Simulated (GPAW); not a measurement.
# BaZrO3 (Pm-3m) in GPAW: further runs

Aim: see how the results for BaZrO3 move with the level of theory and the settings. Levels: r2SCAN, PBEsol, LDA. Tasks: equation of state, band structure.

All numbers are computed with GPAW 26.7.0; they aren't measurements. Logs are shortened: lines on timing, memory, paths and dates and some standing lists are left out, and cuts for length are marked. The log counts tension as positive stress, the text compression.

## Step 1: The structure

It takes space group Pm-3m (No. 221, cubic). Conventional cell: a = 4.191 Å, b = 4.191 Å, c = 4.191 Å, α = 90.00°, β = 90.00°, γ = 90.00°. Ba (site symmetry m-3m) has 12 O at 2.96 Å as nearest neighbours. Around Zr (site symmetry m-3m) lie 6 O at 2.10 Å. Around O (site symmetry 4/mmm) lie 2 Zr at 2.10 Å.

## Step 2: Equation of state, r2SCAN

run.py

```python
from ase import Atoms
from ase.eos import EquationOfState
from ase.io import Trajectory
from ase.units import GPa
from ase.parallel import parprint
from gpaw import GPAW, PW

atoms = Atoms(['Ba', 'Zr', 'O', 'O', 'O'],
              cell=[[4.19134, 0.0, 0.0],
                    [0.0, 4.19134, 0.0],
                    [0.0, 0.0, 4.19134]],
              scaled_positions=[[0.0, 0.0, 0.0],
                                [0.5, 0.5, 0.5],
                                [0.5, 0.5, 0.0],
                                [0.5, 0.0, 0.5],
                                [0.0, 0.5, 0.5]],
              pbc=True)

traj = Trajectory('eos.traj', 'w')
volumes, energies = [], []
for x in [0.94, 0.96, 0.98, 1.0, 1.02, 1.04, 1.06]:
    a = atoms.copy()
    a.set_cell(atoms.cell * x**(1 / 3), scale_atoms=True)
    calc = GPAW(mode=PW(800),
                xc='MGGA_X_R2SCAN+MGGA_C_R2SCAN',
                kpts={'size': (6, 6, 6), 'gamma': True},
                occupations={'name': 'fermi-dirac', 'width': 0.05},
                nbands=36,
                convergence={'density': 1e-05, 'energy': 1e-05},
                maxiter=150,
                txt=f'eos-{x:.2f}.txt')
    a.calc = calc
    energies.append(a.get_potential_energy(force_consistent=True))
    volumes.append(a.get_volume())
    p = -a.get_stress()[:3].mean() / GPa
    calc.write(f'eos-{x:.2f}.gpw')
    traj.write(a)
    parprint(f'{x:.2f} {volumes[-1]:10.4f} A^3 {energies[-1]:14.6f} eV {p:9.3f} GPa', flush=True)

v0, e0, B = EquationOfState(volumes, energies, eos='birchmurnaghan').fit()
parprint(f'V0 = {v0:.4f} A^3, E0 = {e0:.6f} eV, B0 = {B / GPa:.2f} GPa')
```

Potentials or basis: GPAW PAW data sets (gpaw-data 1.2.1), pw.

Command:

```sh
> OMP_NUM_THREADS=1 mpirun -n 4 gpaw python run.py
```

Output:

```text
__  _  _
 | _ |_)|_||  |
 |__||  | ||/\| - 26.7.0

Input parameters:
  mode=PW(ecut=800.0),
  convergence={'density': 1e-05, 'energy': 1e-05},
  kpts=MonkhorstPack(size=(6, 6, 6), gamma=True),
  maxiter=150,
  nbands=36,
  occupations=Occupations(name='fermi-dirac', width=0.05),
  xc=XC(name='MGGA_X_R2SCAN+MGGA_C_R2SCAN')

Diagonalizing LCAO Hamiltonian
Converting LCAO to pw mode
    .---------.
   /|         |
  / |         |
 *  |         |
 | O|   Zr    |
 |  .-O-------.
 | /    O    /
 |/         /
 Ba--------*

Atoms  # Å, Bohr magnetons
|   | symbol |        x |        y |        z |    initial magnetic moments |
|---|--------|----------|----------|----------|-----------------------------|
| 0 |     Ba | 0.000000 | 0.000000 | 0.000000 | ( 0.0000,  0.0000,  0.0000) |
| 1 |     Zr | 2.052889 | 2.052889 | 2.052889 | ( 0.0000,  0.0000,  0.0000) |
| 2 |      O | 2.052889 | 2.052889 | 0.000000 | ( 0.0000,  0.0000,  0.0000) |
| 3 |      O | 2.052889 | 0.000000 | 2.052889 | ( 0.0000,  0.0000,  0.0000) |
| 4 |      O | 0.000000 | 2.052889 | 2.052889 | ( 0.0000,  0.0000,  0.0000) |

Unit cell  # Å
| periodic |        x |        y |        z |  lengths |    angles |
|----------|----------|----------|----------|----------|-----------|
|      yes | 4.105778 | 0.000000 | 0.000000 | 4.105778 | 90.000000 |
|      yes | 0.000000 | 4.105778 | 0.000000 | 4.105778 | 90.000000 |
|      yes | 0.000000 | 0.000000 | 4.105778 | 4.105778 | 90.000000 |

Number of symmetries: 48
Symmetry operations  # r_c * U_cc + t_c -> r_c
|    | kind |            matrix            |
|----|------|------------------------------|
|  0 |  E   |  1, 0, 0,  0, 1, 0,  0, 0, 1 |
|  1 |  σ   |  1, 0, 0,  0, 1, 0,  0, 0,-1 |
|  2 |  σ   |  1, 0, 0,  0, 0, 1,  0, 1, 0 |
|  3 |  C4  |  1, 0, 0,  0, 0, 1,  0,-1, 0 |
|  4 |  C4  |  1, 0, 0,  0, 0,-1,  0, 1, 0 |
|  5 |  σ   |  1, 0, 0,  0, 0,-1,  0,-1, 0 |
|  6 |  σ   |  1, 0, 0,  0,-1, 0,  0, 0, 1 |
|  7 |  C2  |  1, 0, 0,  0,-1, 0,  0, 0,-1 |
|  8 |  σ   |  0, 1, 0,  1, 0, 0,  0, 0, 1 |
|  9 |  C2  |  0, 1, 0,  1, 0, 0,  0, 0,-1 |
| 10 |  C3  |  0, 1, 0,  0, 0, 1,  1, 0, 0 |
| 11 |  S6  |  0, 1, 0,  0, 0, 1, -1, 0, 0 |
| 12 |  S6  |  0, 1, 0,  0, 0,-1,  1, 0, 0 |
| 13 |  C3  |  0, 1, 0,  0, 0,-1, -1, 0, 0 |
| 14 |  C4  |  0, 1, 0, -1, 0, 0,  0, 0, 1 |
| 15 |  S4  |  0, 1, 0, -1, 0, 0,  0, 0,-1 |
| 16 |  C3  |  0, 0, 1,  1, 0, 0,  0, 1, 0 |
| 17 |  S6  |  0, 0, 1,  1, 0, 0,  0,-1, 0 |
| 18 |  σ   |  0, 0, 1,  0, 1, 0,  1, 0, 0 |
| 19 |  C4  |  0, 0, 1,  0, 1, 0, -1, 0, 0 |
| 20 |  C2  |  0, 0, 1,  0,-1, 0,  1, 0, 0 |
| 21 |  S4  |  0, 0, 1,  0,-1, 0, -1, 0, 0 |
| 22 |  S6  |  0, 0, 1, -1, 0, 0,  0, 1, 0 |
| 23 |  C3  |  0, 0, 1, -1, 0, 0,  0,-1, 0 |
| 24 |  S6  |  0, 0,-1,  1, 0, 0,  0, 1, 0 |
| 25 |  C3  |  0, 0,-1,  1, 0, 0,  0,-1, 0 |
| 26 |  C4  |  0, 0,-1,  0, 1, 0,  1, 0, 0 |
| 27 |  σ   |  0, 0,-1,  0, 1, 0, -1, 0, 0 |
| 28 |  S4  |  0, 0,-1,  0,-1, 0,  1, 0, 0 |
| 29 |  C2  |  0, 0,-1,  0,-1, 0, -1, 0, 0 |
| 30 |  C3  |  0, 0,-1, -1, 0, 0,  0, 1, 0 |
| 31 |  S6  |  0, 0,-1, -1, 0, 0,  0,-1, 0 |
| 32 |  C4  |  0,-1, 0,  1, 0, 0,  0, 0, 1 |
| 33 |  S4  |  0,-1, 0,  1, 0, 0,  0, 0,-1 |
| 34 |  S6  |  0,-1, 0,  0, 0, 1,  1, 0, 0 |
| 35 |  C3  |  0,-1, 0,  0, 0, 1, -1, 0, 0 |
| 36 |  C3  |  0,-1, 0,  0, 0,-1,  1, 0, 0 |
| 37 |  S6  |  0,-1, 0,  0, 0,-1, -1, 0, 0 |
| 38 |  σ   |  0,-1, 0, -1, 0, 0,  0, 0, 1 |
| 39 |  C2  |  0,-1, 0, -1, 0, 0,  0, 0,-1 |
| 40 |  σ   | -1, 0, 0,  0, 1, 0,  0, 0, 1 |
| 41 |  C2  | -1, 0, 0,  0, 1, 0,  0, 0,-1 |
| 42 |  C2  | -1, 0, 0,  0, 0, 1,  0, 1, 0 |
| 43 |  S4  | -1, 0, 0,  0, 0, 1,  0,-1, 0 |
| 44 |  S4  | -1, 0, 0,  0, 0,-1,  0, 1, 0 |
| 45 |  C2  | -1, 0, 0,  0, 0,-1,  0,-1, 0 |
| 46 |  C2  | -1, 0, 0,  0,-1, 0,  0, 0, 1 |
| 47 |  i   | -1, 0, 0,  0,-1, 0,  0, 0,-1 |

BZ-sampling:
  Number of BZ points: 216
  Number of IBZ points: 20

  Monkhorst-Pack size: [6, 6, 6]
  Monkhorst-Pack shift: [0.08333333333333333, 0.08333333333333333, 0.08333333333333333]

K-points  # in reciprocal-cell coordinates
|     |                                coordinates |     weight |
|-----|--------------------------------------------|------------|
|   0 | (  0.00000000,   0.00000000,   0.00000000) | 0.00462963 |
|   1 | (  0.16666667,   0.00000000,   0.00000000) | 0.02777778 |
|   2 | (  0.16666667,   0.16666667,   0.00000000) | 0.05555556 |
|   3 | (  0.16666667,   0.16666667,   0.16666667) | 0.03703704 |
|   4 | (  0.33333333,   0.00000000,   0.00000000) | 0.02777778 |
|   5 | (  0.33333333,   0.16666667,   0.00000000) | 0.11111111 |
|   6 | (  0.33333333,   0.16666667,   0.16666667) | 0.11111111 |
|   7 | (  0.33333333,   0.33333333,   0.00000000) | 0.05555556 |
|   8 | (  0.33333333,   0.33333333,   0.16666667) | 0.11111111 |
|   9 | (  0.33333333,   0.33333333,   0.33333333) | 0.03703704 |
| ... |                                            |            |
|  19 | (  0.50000000,   0.50000000,   0.50000000) | 0.00462963 |

Plane wave coefficients: 3596
Cutoff: 800.0 eV

Spin-components: 1 (collinear spins)
Bands:           36
Projectors:      27
Spin-degeneracy: 2
Datatype:        complex128

Parallelization:
  kpt:    4
  domain: 1
  band:   1

Density:
  Valence electrons: 40.0
  Components: 1
  Grid points: [27 27 27]
  Charge: 0.0  # |e|

Potential:
  Grid points: [27 27 27]

species:
  Ba:
    name:    Barium
    Z:       56.0
    valence: 10
    core:    46
    charge:  0.0  # [|e|]
    compensation charges:
      type: gauss
      rc: 0.37  # [Å]
      lmax: 2
    cutoffs:
      filter: 2.06  # [Å]
      core: 2.33  # [Å]
    projectors
    | kind |    occ | energy [eV] | rcut [Å] |
    |------|--------|-------------|----------|
    |   5s |  2.000 |     -33.644 |    1.164 |
    |   6s |  2.000 |      -3.229 |    1.164 |
    |   5p |  6.000 |     -18.744 |    1.164 |
    |    p |        |       0.000 |    1.164 |
    |    d |        |       0.000 |    1.164 |
    |    d |        |      27.211 |    1.164 |

    Using partial waves for Ba as LCAO basis

  Zr:
    name:    Zirconium
    Z:       40.0
    valence: 12
    core:    28
    charge:  0.0  # [|e|]
    compensation charges:
      type: gauss
      rc: 0.40  # [Å]
      lmax: 2
    cutoffs:
      filter: 2.39  # [Å]
      core: 1.59  # [Å]
    projectors
    | kind |    occ | energy [eV] | rcut [Å] |
    |------|--------|-------------|----------|
    |   4s |  2.000 |     -54.478 |    1.323 |
    |   5s |  2.000 |      -4.438 |    1.323 |
    |   4p |  6.000 |     -32.467 |    1.334 |
    |   5p |  0.000 |      -1.470 |    1.334 |
    |   4d |  2.000 |      -3.600 |    1.244 |
    |    d |        |      23.611 |    1.244 |

    Using partial waves for Zr as LCAO basis

  O:
    name:    Oxygen
    Z:       8.0
    valence: 6
    core:    2
    charge:  0.0  # [|e|]
    compensation charges:
      type: gauss
      rc: 0.21  # [Å]
      lmax: 2
    cutoffs:
      filter: 1.17  # [Å]
      core: 0.83  # [Å]
    projectors
    | kind |    occ | energy [eV] | rcut [Å] |
    |------|--------|-------------|----------|
    |   2s |  2.000 |     -23.961 |    0.688 |
    |   2p |  4.000 |      -9.029 |    0.598 |
    |    s |        |       3.251 |    0.688 |
    |    p |        |      18.182 |    0.598 |
    |    d |        |       0.000 |    0.619 |

    Using partial waves for O as LCAO basis

Reference energy: -325293.970650  # eV

eigensolver:
  PPCG
  Converge bands: occupied
  niter=2

density mixing:
  MSR1-Mixer
  Pratt-step length: 0.05
  Maximum mixing coefficient: 0.75
  Old densities: 10
  SVD Regularization: 0.005
  Good broyden scale: 1.0
  Trust region scale: 1.0
  Backstep threshold: 4.0
  History deletion threshold: 6.0
  Fourier metric: weight=20.0, sigma=0.015

occupation numbers:
  Fermi-Dirac:
    width: 0.0500  # eV

poisson solver:
  ecut: 6400.0  # eV

xc functional:
  name: MGGA_X_R2SCAN+MGGA_C_R2SCAN with 2 nearest neighbor stencil

convergence criteria:
- Maximum integral of absolute [dens]ity change: 1e-05 electrons / valence electron
- Maximum [total energy] change in last 3 cyles: 1e-05 eV / valence electron
- Maximum integral of absolute [eigenst]ate change: 4e-08 eV^2 / valence electron
maximum number of iterations: 150

SCF iterations
|iter     | |      energy | eigst |  dens |
|---------|-|-------------|-------|-------|
|iter:   1| |  -92.275784 | +0.34 |       |
|iter:   2| |  -75.531890 | -1.18 | -0.87 |
|iter:   3| |  -73.095023 | -0.35 | -0.91 |
|iter:   4| |  -72.205850 | -1.09 | -1.22 |
|iter:   5| |  -72.207562 | -2.62 | -1.71 |
|iter:   6| |  -72.209493 | -3.93 | -2.38 |
|iter:   7| |  -72.209727 | -4.67 | -2.85 |
|iter:   8| |  -72.209735c| -6.03 | -3.66 |
|iter:   9| |  -72.209735c| -7.05 | -4.22 |
|iter:  10| |  -72.209735c| -8.08c| -5.10c|

Converged in 10 steps
Energy contributions relative to reference atoms: (reference = -325293.970650)

Energy contributions:
  Kinetic:          44.610885
  Coulomb:         -42.836562
  Zero:             -0.011923
  External:          0.000000
  Xc:              -73.972136
  Entropy:          -0.000000
  Spinorbit:         0.000000
  ----------------------------
  Free energy:     -72.209735
  Extrapolated:    -72.209735

dipole moment: (-36.283812, -36.283812, -36.283812)  # |e|*Ang

Fermi level: 9.716
Eigenvalues  # (at kpt = [0.000, 0.000, 0.000])
| band index |      eig [eV] | occ [0-2] |
|------------|---------------|-----------|
|          0 |       -40.493 |     2.000 |
|        ... |               |           |
|         12 |         6.228 |     2.000 |
|         13 |         6.228 |     2.000 |
|         14 |         6.472 |     2.000 |
|         15 |         6.472 |     2.000 |
|         16 |         6.472 |     2.000 |
|         17 |         7.431 |     2.000 |
[... 8 lines left out ...]
|         26 |        16.205 |     0.000 |
|         27 |        16.205 |     0.000 |
|        ... |               |           |
|         35 |        26.866 |     0.000 |

Gap: 3.884 eV
Transition (v -> c):
  (s=0, k=19, n=19, [0.50, 0.50, 0.50]) -> (s=0, k=0, n=20, [0.00, 0.00, 0.00])
Direct/indirect transitions are different
Direct gap: 4.034 eV
Transition at: (s=0, k=0, n=19, [0.00, 0.00, 0.00])

Stress tensor  # eV/Ang^3
|         x |         y |         z |
|-----------|-----------|-----------|
| -0.083209 |  0.000000 |  0.000000 |
|  0.000000 | -0.083209 |  0.000000 |
|  0.000000 |  0.000000 | -0.083209 |

# Writing to eos-0.94.gpw (mode='')
```

It took 2.3 min on 4 MPI ranks of Intel Xeon 6975P-C (Granite Rapids), shared host; peak memory 0.95 GiB.

What came out:

```
Equilibrium volume : 14.86 Å³/atom (rough: see the caveat)
Bulk modulus       : 161 GPa (rough)
```

Energy against volume, from the lowest point:
| volume (Å³/atom) | energy (meV/atom) |
| --- | --- |
| 13.843 | 39.51 |
| 14.137 | 18.89 |
| 14.432 | 6.03 |
| 14.726 | 0.00 |
| 15.021 | 0.15 |
| 15.315 | 5.87 |
| 15.610 | 16.62 |

Caveat: the points scatter about the fit; the PAW data sets were made with another functional, which shifts forces and pressure a little. Spin-orbit coupling is left out, which matters for the levels of Ba.

## Step 3: Band structure, PBEsol

run.py

```python
from ase import Atoms
from ase.dft.bandgap import bandgap
from ase.io import write
from ase.units import GPa
from gpaw import GPAW, PW, setup_paths

setup_paths.insert(0, '.')

atoms = Atoms(['Ba', 'Zr', 'O', 'O', 'O'],
              cell=[[4.19134, 0.0, 0.0],
                    [0.0, 4.19134, 0.0],
                    [0.0, 0.0, 4.19134]],
              scaled_positions=[[0.0, 0.0, 0.0],
                                [0.5, 0.5, 0.5],
                                [0.5, 0.5, 0.0],
                                [0.5, 0.0, 0.5],
                                [0.0, 0.5, 0.5]],
              pbc=True)

calc = GPAW(mode=PW(800),
            xc='PBEsol',
            kpts={'size': (6, 6, 6), 'gamma': True},
            occupations={'name': 'fermi-dirac', 'width': 0.05},
            nbands=36,
            convergence={'density': 1e-05, 'energy': 1e-05},
            maxiter=150,
            txt='gpaw.txt')
atoms.calc = calc
energy = atoms.get_potential_energy()
forces = atoms.get_forces()
stress = atoms.get_stress()
calc.write('gs.gpw')
write('result.traj', atoms)
print(f'Energy: {energy:.6f} eV')
print('Forces (eV/A):')
print(forces.round(4))
print('Stress (GPa):', (stress / GPa).round(3))
print('Fermi level:', round(calc.get_fermi_level(), 4), 'eV')
print(f'Gap: {bandgap(calc)[0]:.4f} eV, direct: {bandgap(calc, direct=True)[0]:.4f} eV')

path = atoms.cell.bandpath('GXMGRX,MR', npoints=60, eps=1e-4)
bs_calc = calc.fixed_density(kpts=path, symmetry='off', nbands=54,
                             convergence={'bands': 'CBM+6.0', 'eigenstates': 1e-6}, txt='bands.txt')
bs = bs_calc.band_structure()
bs.write('bs.json')
print(f'Gap on the path: {bandgap(bs_calc)[0]:.4f} eV')
```

Potentials or basis: PAW data sets generated in the run's folder for this functional, pw.

Command:

```sh
> gpaw-setup -f PBEsol Ba O Zr
> OMP_NUM_THREADS=1 python run.py
```

It took 5.3 min on 1 thread of Intel Xeon at 2.50GHz (Skylake/Cascade Lake), shared host; peak memory 0.55 GiB.

Results (log left out):

| Item | Value |
| --- | --- |
| Free energy | -43.2499 eV |
| Pressure | -1.5 GPa |
| Band gap on the k mesh | 3.11 eV, indirect (least direct gap 3.33 eV) |
| Band gap along the path | 3.11 eV, indirect (least direct gap 3.33 eV) |

Levels at the corners of the path, in eV from the valence-band top:
```csv
point,band 16,band 17,band 18,band 19,band 20,band 21,band 22,band 23,band 24,band 25
Γ,-1.00,-1.00,-0.22,-0.22,-0.22,3.11,3.11,3.11,4.58,4.58
X,-1.75,-1.75,-1.71,-0.45,-0.45,3.55,5.68,5.68,6.40,6.63
M,-2.43,-0.93,-0.93,-0.79,-0.07,5.65,5.65,6.43,6.47,7.69
Γ,-1.00,-1.00,-0.22,-0.22,-0.22,3.11,3.11,3.11,4.58,4.58
R,-2.55,-2.55,0.00,0.00,0.00,5.94,5.94,5.94,6.99,6.99
X,-1.75,-1.75,-1.71,-0.45,-0.45,3.55,5.68,5.68,6.40,6.63
M,-2.43,-0.93,-0.93,-0.79,-0.07,5.65,5.65,6.43,6.47,7.69
R,-2.55,-2.55,0.00,0.00,0.00,5.94,5.94,5.94,6.99,6.99
```

Caveat: spin-orbit coupling is left out, which moves the levels of the heavy elements.

## Step 4: Band structure, LDA

Edit run.py of step 3 so:

```diff
@@ -4,5 +4,3 @@
 from ase.units import GPa
-from gpaw import GPAW, PW, setup_paths
-
-setup_paths.insert(0, '.')
+from gpaw import GPAW, PW
 
@@ -20,3 +18,3 @@
 calc = GPAW(mode=PW(800),
-            xc='PBEsol',
+            xc='LDA',
             kpts={'size': (6, 6, 6), 'gamma': True},
```

Potentials or basis: the program's PAW data sets (release 1.2.1) made for this functional, pw.

Command:

```sh
> OMP_NUM_THREADS=1 python run.py
```

It took 4.7 min on 1 thread of Intel Xeon at 2.50GHz (Skylake/Cascade Lake), shared host; peak memory 0.55 GiB.

The run converged. Its results:

```yaml
Free_energy: -45.5283 eV
Pressure: -5.9 GPa
Band_gap_on_the_k_mesh: 3.09 eV, indirect (least direct gap 3.31 eV)
Band_gap_along_the_path: 3.09 eV, indirect (least direct gap 3.31 eV)
```

Levels at the corners of the path, in eV from the valence-band top:
| point | band 18 | band 19 | band 20 | band 21 | band 22 | band 23 |
| --- | --- | --- | --- | --- | --- | --- |
| Γ | -0.22 | -0.22 | -0.22 | 3.09 | 3.09 | 3.09 |
| X | -1.72 | -0.45 | -0.45 | 3.53 | 5.66 | 5.66 |
| M | -0.93 | -0.79 | -0.07 | 5.64 | 5.64 | 6.42 |
| Γ | -0.22 | -0.22 | -0.22 | 3.09 | 3.09 | 3.09 |
| R | 0.00 | 0.00 | 0.00 | 5.95 | 5.95 | 5.95 |
| X | -1.72 | -0.45 | -0.45 | 3.53 | 5.66 | 5.66 |
| M | -0.93 | -0.79 | -0.07 | 5.64 | 5.64 | 6.42 |
| R | 0.00 | 0.00 | 0.00 | 5.95 | 5.95 | 5.95 |

Caveat: spin-orbit coupling is left out, which moves the levels of the heavy elements.

## Step 5: Equation of state, LDA

run.py

```python
from ase import Atoms
from ase.eos import EquationOfState
from ase.io import Trajectory
from ase.units import GPa
from gpaw import GPAW, PW

atoms = Atoms(['Ba', 'Zr', 'O', 'O', 'O'],
              cell=[[4.19134, 0.0, 0.0],
                    [0.0, 4.19134, 0.0],
                    [0.0, 0.0, 4.19134]],
              scaled_positions=[[0.0, 0.0, 0.0],
                                [0.5, 0.5, 0.5],
                                [0.5, 0.5, 0.0],
                                [0.5, 0.0, 0.5],
                                [0.0, 0.5, 0.5]],
              pbc=True)

traj = Trajectory('eos.traj', 'w')
volumes, energies = [], []
for x in [0.94, 0.96, 0.98, 1.0, 1.02, 1.04, 1.06]:
    a = atoms.copy()
    a.set_cell(atoms.cell * x**(1 / 3), scale_atoms=True)
    calc = GPAW(mode=PW(800),
                xc='LDA',
                kpts={'size': (6, 6, 6), 'gamma': True},
                occupations={'name': 'fermi-dirac', 'width': 0.05},
                nbands=36,
                convergence={'density': 1e-05, 'energy': 1e-05},
                maxiter=150,
                txt=f'eos-{x:.2f}.txt')
    a.calc = calc
    energies.append(a.get_potential_energy(force_consistent=True))
    volumes.append(a.get_volume())
    p = -a.get_stress()[:3].mean() / GPa
    calc.write(f'eos-{x:.2f}.gpw')
    traj.write(a)
    print(f'{x:.2f} {volumes[-1]:10.4f} A^3 {energies[-1]:14.6f} eV {p:9.3f} GPa', flush=True)

v0, e0, B = EquationOfState(volumes, energies, eos='birchmurnaghan').fit()
print(f'V0 = {v0:.4f} A^3, E0 = {e0:.6f} eV, B0 = {B / GPa:.2f} GPa')
```

Command:

```sh
> OMP_NUM_THREADS=1 python run.py
```

It took 10 min on 1 thread of Intel Xeon at 2.50GHz (Skylake/Cascade Lake), shared host; peak memory 0.38 GiB.

Results (log left out):

```
Equilibrium volume                      : 14.20 Å³/atom
Bulk modulus                            : 175 GPa
Pressure derivative of the bulk modulus : 4.4
```

Energy against volume, from the lowest point:
```csv
volume (Å³/atom),energy (meV/atom)
13.843,5.09
14.137,0.00
14.432,1.74
14.726,9.60
15.021,22.93
15.315,41.14
15.610,63.74
```

Spin-orbit coupling is left out, which matters for the levels of Ba. Zero-point motion and thermal expansion aren't in these numbers.

## Step 6: The reference run

An earlier run on the cell as given: functional PBEsol; potentials or basis PAW data sets generated in the run's folder for this functional; cutoff 800 eV; basis pw; k mesh 6 × 6 × 6; occupations fermi-dirac, width 0.05 eV; no spin polarisation.

- Pressure: -1.5 GPa
- Band gap on the k mesh: 3.11 eV, indirect (least direct gap 3.33 eV)

## Step 7: The runs side by side

```tsv
task	level	potentials or basis	ranks	band path	band points	gap on the mesh (eV)	pressure (GPa)
equation of state	r2SCAN	GPAW PAW data sets (gpaw-data 1.2.1), pw	4	-	-	-	-
band structure	PBEsol	PAW data sets generated in the run's folder for this functional, pw	-	GXMGRX,MR	60	3.11	-1.5
band structure	LDA	the program's PAW data sets (release 1.2.1) made for this functional, pw	-	GXMGRX,MR	60	3.09	-5.9
equation of state	LDA	the program's PAW data sets (release 1.2.1) made for this functional, pw	-	-	-	-	-
single point	PBEsol	PAW data sets generated in the run's folder for this functional, pw	-	-	-	3.11	-1.5
```

Alike in all rows: no spin polarisation; cell as given; k mesh 6 × 6 × 6; cutoff (eV) 800; smearing fermi-dirac 0.05 eV.

Caveats: spin-orbit coupling is left out, which moves the levels of the heavy elements (some runs); the points scatter about the fit (some runs); the PAW data sets were made with another functional, which shifts forces and pressure a little (some runs).

Absolute energies hang on the potentials; compare differences alone.
